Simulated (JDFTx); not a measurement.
Crystal: As.

```xyz
2
Lattice="1.8808 1.0859 3.5141 -1.8808 1.0859 3.5141 0.0000 -2.1718 3.5141" Properties=species:S:1:pos:R:3 pbc="T T T"
As    0.0000    0.0000    2.3825
As    0.0000    0.0000    8.1597
```

```yaml
Program: JDFTx 1.7.0 (patched build)
Task: relaxation of cell and atoms
Functional: TPSS
Potentials_or_basis: SG15-PBE-1.2 with smoothed tails
Cutoff: 1088 eV
Density_cutoff: 8708 eV
k_mesh: 3 × 3 × 3
Occupations: fermi-dirac, width 0.05 eV
Spin: no spin polarisation
```

At the start: pressure 5.1 GPa; volume 21.53 Å³/atom.

Question: How do energy, volume and symmetry change on relaxing?

Answer: Over 11 steps the energy falls by 37.5 meV/atom and the volume is 22.62 Å³/atom (+5.1 %); space group R-3m (No. 166, to 0.05 Å).

The path:
| step | energy change (eV) | largest force (eV/Å) | pressure (GPa) | volume (Å³) |
| --- | --- | --- | --- | --- |
| 1 | 0.0000 | 0.1172 | 5.12 | 43.06 |
| 2 | -0.0184 | 0.0034 | 3.92 | 43.51 |
| 3 | -0.0474 | 0.1092 | 1.80 | 44.50 |
| 4 | -0.0673 | 0.0538 | -0.26 | 45.77 |
| 5 | -0.0716 | 0.0649 | -0.42 | 45.88 |
| 6 | -0.0732 | 0.0316 | -0.05 | 45.51 |
| 7 | -0.0742 | 0.0002 | -0.08 | 45.41 |
| 8 | -0.0746 | 0.0046 | -0.04 | 45.35 |
| 9 | -0.0749 | 0.0048 | -0.01 | 45.27 |
| 10 | -0.0749 | 0.0003 | -0.01 | 45.25 |
| 11 | -0.0749 | 0.0005 | 0.00 | 45.24 |

Final structure:
```xyz
2
Lattice="1.9571 1.1299 3.4095 -1.9571 1.1299 3.4095 0.0000 -2.2599 3.4095" Properties=species:S:1:pos:R:3 pbc="T T T"
As    0.0000    0.0000    2.3021
As    0.0000    0.0000    7.9264
```

Caveat: the k mesh is coarse (spacing up to 0.67 Å⁻¹), so the values aren't converged; meta-GGA forces are noisy on this grid; the potentials were made for another functional, which shifts forces and pressure.
